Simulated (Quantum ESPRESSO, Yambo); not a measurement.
# A GW chain in Yambo: InP (F-43m), part 3 of 3

Wanted: ground state, empty states, screening and self-energy for InP (F-43m).

Quantum ESPRESSO 7.5 and Yambo 5.3.0; PBE and many-body steps on it, plane waves. Known limits of the many-body steps: not at the basis limit; coarse k mesh.

So far. Step 3 (Bands along the symmetry lines): The gap is 0.659 eV, as in the run before at this level. Step 4 (Empty states on the mesh, 4×4×4 mesh, 396 bands): On this mesh the gap is 0.659 eV.

## Step 6: Screening and self-energy, 4×4×4 mesh, 396 bands, screening to 231.3 eV

G0W0 replaces the xc potential by the self-energy, built once from these orbitals. Only a window of levels is corrected, while the sums run over the empty bands that the input names.

This step: G0W0 on PBE with spin-orbit coupling, plane waves, norm-conserving pseudopotentials.

File gw4.in:

```
HF_and_locXC
gw0
dyson
ppa
em1d
rim_cut
RandQpts= 1000000
RandGvec= 1 RL
EXXRLvcs= 80 Ry
VXCRLvcs= 320 Ry
Chimod= "HARTREE"
% BndsRnXp
 1 | 396 |
%
NGsBlkXp= 17 Ry
% LongDrXp
 1 | 1 | 1 |
%
% GbndRnge
 1 | 396 |
%
DysSolver= "n"
ExtendOut
PPAPntXp= 27.21138 eV
% QPkrange
 1 | 1 | 23 | 30 |
%
```

Launch:

```
$ OMP_NUM_THREADS=2 mpirun -n 2 yambo -F gw4.in -J gw4 -C gw4 > gw4.log
```

The program printed:

```text
 Yambo, version 5.3.0

 [02] CORE Variables Setup
 =========================

  [... cell, symmetries and grids as in the set-up ...]

  [02.05] Energies & Occupations
  ==============================

  [X] === General ===
  [X] Electronic Temperature                        :  0.000000  0.000000 [eV K]
  [X] Bosonic    Temperature                        :  0.000000  0.000000 [eV K]
  [X] Finite Temperature mode                       : no
  [X] El. density                                   :  0.51453E+24 [cm-3]
  [X] Fermi Level                                   :  8.294647 [eV]

  [X] === Gaps and Widths ===
  [X] Conduction Band Min                           :  0.659272 [eV]
  [X] Valence Band Max                              :  0.000000 [eV]
  [X] Filled Bands                                  :  26
  [X] Empty Bands                                   :    27   396
  [X] Direct Gap                                    :  0.659272 [eV]
  [X] Direct Gap localized at k                     :  1
  [X] Indirect Gap                                  :  0.659272 [eV]
  [X] Indirect Gap between kpts                     :  1  1
  [X] Last valence band width                       :  2.861029 [eV]
  [X] 1st conduction band width                     :  3.600576 [eV]

 [03] Transferred momenta grid and indexing
 ==========================================

 IBZ Q-points                                      :   8
 BZ  Q-points                                      :   64

 K/Q-points units:
 rlu = crystal or reduced units; cc = cartesian coordinates; iku = interal k-units

 Q [1]          [rlu]:  0.000000  0.000000  0.000000
 Q [2]          [rlu]:  0.92257E-17  0.92257E-17  0.25000
 Q [3]          [rlu]: -0.18451E-16 -0.18451E-16 -0.50000
 Q [4]          [rlu]: -0.20327E-17  0.25000      0.25000
 Q [5]          [rlu]: -0.25051E-16  0.25000      0.50000
 Q [6]          [rlu]: -0.73963E-16  0.25000     -0.25000
 Q [7]          [rlu]:  0.40653E-17 -0.50000     -0.50000
 Q [8]          [rlu]:  0.250000 -0.500000 -0.250000

 [04] Coloumb potential Random Integration (RIM)
 ===============================================

  [04.01] RIM initialization
  ==========================

  * Diagonal components only detected *

  8 x (sBL volume)        :  0.090926 [a.u.]
  sBZ random points       :  1000000
  Points outside the sBZ  :   7996195
  RL volume               :  0.727407 [a.u.]
  Integrated volume       :  0.727753 [a.u.]

  [04.02] RIM integrals
  =====================

  Gamma point sphere radius             :  0.081567 [a.u.]
  Points outside the sphere             :   799659
  [Int_sBZ(q=0) 1/q^2]*(Vol_sBZ)^(-1/3) =:  7.764404
                                 should be <:  7.795600

  Summary of Coulomb integrals for non-metallic bands |Q|[au] RIM/Bare

  Q [1] 0.100000E-4 0.995998 * Q [2] 0.245324 1.064860
  Q [4] 0.283276 1.063169 * Q [6] 0.400612 1.026099
  Q [5] 0.469759 1.019144 * Q [3] 0.490648 1.017217
  Q [7] 0.566551 1.014132 * Q [8] 0.633423 1.011005

 [05] Dipoles
 ============

  [05.01] Setup: observables and procedures
  =========================================

  [WARNING] [x,Vnl] slows the Dipoles computation. To neglect it rename the ns.kb_pp file

 [06] Dynamic Dielectric Matrix (PPA)
 ====================================

 [WR./gw4//ndb.pp]---------------------------------------------------------------
  Brillouin Zone Q/K grids (IBZ/BZ)                :    8   64    8   64
  RL vectors                                       :   5029 [WF]
  Coulomb cutoff potential                         : none
  Electronic Temperature                           :  0.000000 [K]
  Bosonic    Temperature                           :  0.000000 [K]
  PPA    diel. fun.  energies                      : Perdew, Burke & Ernzerhof(X)+Perdew, Burke & Ernzerhof(C)
  wavefunctions                                    : Perdew, Burke & Ernzerhof(X)+Perdew, Burke & Ernzerhof(C)
  Global Gauge                                     : length
  X matrix size                                    :   459
  X band range                                     :     1   396
  X e/h energy range                               : -1.000000 -1.000000 [eV]
  X Time ordering                                  : R
  X Hxc Kernel                                     : HARTREE
  X Drude frequency                                :  0.000000  0.000000
  X poles                                          :  100.0000 [o/o]
  RL vectors in the sum                            :   5029
  [r,Vnl] included                                 : yes
  Field direction                                  :  0.577350E-5  0.577350E-5  0.577350E-5
  BZ energy Double Grid                            : no
  BZ energy DbGd points                            : 0
  BZ Q point size factor                           : -1.000000
  X Optical Averaged directions                    : none

 [07] Local Exchange-Correlation + Non-Local Fock
 ================================================

 [VXC] Plane waves :   33079
 [EXS] Plane waves :   4279

 QP @ state[ 1 ] K range:  1  1
 QP @ state[ 1 ] b range:  23  30

 [xc] Functional : Perdew, Burke & Ernzerhof(X)+Perdew, Burke & Ernzerhof(C)
 [xc] LIBXC used to calculate xc functional
  PP Number of Atomic Species                      :  2
  NLCC RL compoments                               :   33079
  PP Number of Atomic Species                      :  2
  NLCC RL compoments                               :   33079

 [xc] E_xc :  -18.18063 [Ha]
      E_xc :  -36.36127 [Ry]

  Local XC kind (lXC) : Perdew, Burke & Ernzerhof(X)+Perdew, Burke & Ernzerhof(C)
  Non-Local XC kind (nlXC) : Hartree-Fock

  Corrections @ K [1] :  [eV]
 <23|nlXC|23> = -14.64281 -0.45835E-17 <23|lXC|23> = -12.87928  0.70808E-16
 <24|nlXC|24> = -14.64270  0.30742E-17 <24|lXC|24> = -12.87928  0.37763E-15
 <25|nlXC|25> = -14.64280  0.75909E-17 <25|lXC|25> = -12.87928 -0.17702E-15
 <26|nlXC|26> = -14.64273 -0.33384E-17 <26|lXC|26> = -12.87928  0.37763E-15
 <27|nlXC|27> = -7.806936 -0.20669E-17 <27|lXC|27> = -11.72718 -0.18876E-15
 <28|nlXC|28> = -7.806936 -0.16260E-17 <28|lXC|28> = -11.72718  0.18881E-15
 <29|nlXC|29> = -6.472313 -0.10329E-17 <29|lXC|29> = -10.85207  0.94410E-16
 <30|nlXC|30> = -6.472313  0.20321E-17 <30|lXC|30> = -10.85207  0.47093E-16

 [08] Dyson equation: Newton solver
 ==================================

  [08.01] G0W0 (W PPA)
  ====================

  [  GW  ] Bands range     :     1   396
  [GW/PPA] G damping       :  0.100000 [eV]

  QP @ state[ 1 ] K range:  1  1
  QP @ state[ 1 ] b range:  23  30

   Sc/G bands                                       :     1   396
   Sc/G damping                                     :  0.100000 ev
   Sc bands terminator                              : no
   Sx RL components                                 :   4279

   QP @ state[ 1 ] K range                          :  1  1
   QP @ state[ 1 ] b range                          :  23  30
   GF energies kind                                 : Perdew, Burke & Ernzerhof(X)+Perdew, Burke & Ernzerhof(C)
   GF WF`s kind                                     : Perdew, Burke & Ernzerhof(X)+Perdew, Burke & Ernzerhof(C)
   Xs energies kind                                 : Perdew, Burke & Ernzerhof(X)+Perdew, Burke & Ernzerhof(C)
   Xs WF`s kind                                     : Perdew, Burke & Ernzerhof(X)+Perdew, Burke & Ernzerhof(C)

 [11] Game Over & Game summary
```

Run time: 25 min. Hardware: 2 MPI ranks of Arm Neoverse V1, shared host; peak memory 2 GiB.

This step gave:

| Item | Value |
| --- | --- |
| G0W0 gap on the points computed | 1.354 eV |
| starting gap on the mesh | 0.6593 eV |
| k of the valence top | 0, 0, 0 |
| k of the conduction bottom | 0, 0, 0 |
| least direct G0W0 gap on the computed points | 1.354 eV |
| Z at the valence top | 0.7802 |
| Z at the conduction bottom | 0.7936 |

The gap on the mesh goes from 0.66 eV to 1.35 eV, a correction of +0.69 eV.

Limits: finite bands, cutoff and mesh; coarse k mesh. v1 is the top filled band, c1 the lowest empty one. Levels before and after the correction, in eV, zero at the valence-band top of each column:

|  | conduction bottom | valence top |
| --- | --- | --- |
| Kohn-Sham | 0.66 | 0.00 |
| G0W0 | 1.35 | 0.00 |

|  | level | energy (eV) |
| --- | --- | --- |
| Kohn-Sham | Γ v4-v1 | 0.000 |
| Kohn-Sham | Γ c1-c2 | 0.659 |
| Kohn-Sham | Γ c3-c4 | 3.748 |
| G0W0 | Γ v4-v1 | 0.000 |
| G0W0 | Γ c1-c2 | 1.354 |
| G0W0 | Γ c3-c4 | 4.571 |

## Step 7: Where the time went

Times are wall times on the hardware named with each run, good to a factor of about two.

| step | time | share | memory (GiB) |
| --- | --- | --- | --- |
| ground state | 25 s | 1 % | 0.5 |
| bands along the symmetry lines | 24 s | 1 % | 0.35 |
| empty states on the mesh | 1.8 min | 7 % | 1.3 |
| conversion and set-up | 3.6 s | 0 % | 0.25 |
| screening and self-energy | 25 min | 90 % | 2.0 |

## Step 8: Results

* PBE gap: 0.66 eV, direct
* G0W0 gap on the mesh: 1.35 eV
* GW settings: 4×4×4 mesh, 396 bands, screening to 231.3 eV, Godby-Needs plasmon pole
* known limits: not at the basis limit; coarse k mesh

**Reading.** G0W0 moves the gap on the mesh from 0.66 eV to 1.35 eV (+0.69 eV), with Z of 0.78 and 0.79 at the edges. Only 1 of the mesh's irreducible points was corrected, so a valley elsewhere could overtake. The dearest step here is «screening and self-energy». Bands and cutoff are finite, so the gap is not at the basis limit. The miss can reach some tenths of an eV and take either sign; the mesh is an error of its own. In the G0W0 run levels were corrected at 1 k point alone, so a gap called «on the mesh» is the least over those, and an edge elsewhere would be missed. The 4×4×4 mesh is coarse for this cell, which bears on the long-range parts of exchange and screening.

[Paths, hosts, dates, memory and timing lines, banners, echoed tables and standing remarks are left out of the program output.]

[Logs are printed without paths, hosts, clocks, repeated set-up lines and the standing remarks that a program may print on its own settings, such as how far it seeks lower states.]

[Runs of the session that timed out or met a known fault of the program may be left out.]

[Hosts, paths, dates, database ids (printed as entryN), source tags and the programs' standing remarks are cut or masked in the printed files.]
